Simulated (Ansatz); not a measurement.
Crystal: Fe2Si.

```
Fe Si
1.0
    -1.34748    1.34748    4.45257
     1.34748   -1.34748    4.45257
     1.34748    1.34748   -4.45257
Fe Si
2 1
Direct
  0.66037 0.66037 0.00000
  0.33963 0.33963 0.00000
  0.00000 0.00000 0.00000
```

The cell comes from a database or a generator and needn't be the stable form of this composition.

Base run:

```yaml
Program: Ansatz 0.2.0
Functional: PBEsol
Potentials_or_basis: Ansatz PAW
Cutoff: "420 eV (not typed: the program's choice for these potentials)"
k_mesh: 11 × 11 × 11
Occupations: fermi-dirac, width 0.05 eV
Spin: collinear spin, ferromagnetic start
Starting_moments: "[3.0, 3.0, 0.0] μB"
Fixed_moment: 6 μB
```

Its results: pressure 30.2 GPa; site moments Fe +2.75; Si +0.14 μB; largest force 1.029 eV/Å.

Problem. The run is repeated on the same cell with these changes: fixed moment from 6 μB to 12 μB; moments at the start from [3.0, 3.0, 0.0] to [6.0, 6.0, 0.0]. What comes out?

Solution. Pressure 152.4 GPa; site moments Fe +4.34; Si +1.08 μB; largest force 1.277 eV/Å.

Caveats: a pressure of tens of GPa on the cell as given is suspect, and the run, the potentials or the cell itself is likely at fault; the total moment is fixed, so each spin has its own Fermi level; the PAW data sets come from PBE, with cores solved anew for the run's functional, which leaves a small shift of forces and pressure; forces of over 1 eV/Å show positions far from the minimum, so gaps and moduli don't describe the material at rest; the thresholds are loose for stress.
